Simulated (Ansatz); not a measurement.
A run of Ansatz 0.2.0:

The input input.yaml:

```yaml
crystal:
  lattice:
    - [0.0, 2.703, 2.703]
    - [2.703, 0.0, 2.703]
    - [2.703, 2.703, 0.0]
  atoms:
    - { symbol: Ni, position: [0.0, 0.0, 0.0], spin: 1.0 }
    - { symbol: Si, position: [0.75, 0.75, 0.75] }
    - { symbol: Si, position: [0.25, 0.25, 0.25] }
hamiltonian:
  xc: pbe
  pseudopotentials: { kind: paw }
magnetization:
  spin_polarized: true
kpoints:
  mp_grid: { grid: [7, 7, 7] }
scf:
  occupations: { method: fermi_dirac, width: 0.05 }
phonons:
  method: dfpt
```

Potentials or basis: Ansatz PAW.

Launch:

```sh
$ ansatz run input.yaml --threads 2 --pin off --max-ram 5632MiB --backend cpu --events-out ev --progress --plain --runs-dir out
```

Hardware: 2 threads of Intel(R) Xeon(R) Platinum 8375C CPU @ 2.90GHz (Ice Lake), with other jobs on the host.

Task: Estimate the wall time of this run.

Result: It took 7.9 s on 2 threads of Intel(R) Xeon(R) Platinum 8375C CPU @ 2.90GHz (Ice Lake), on a shared host, peak memory 0.66 GiB. Counts: scf iterations 3, plane waves 749, k points 40, bands 18.
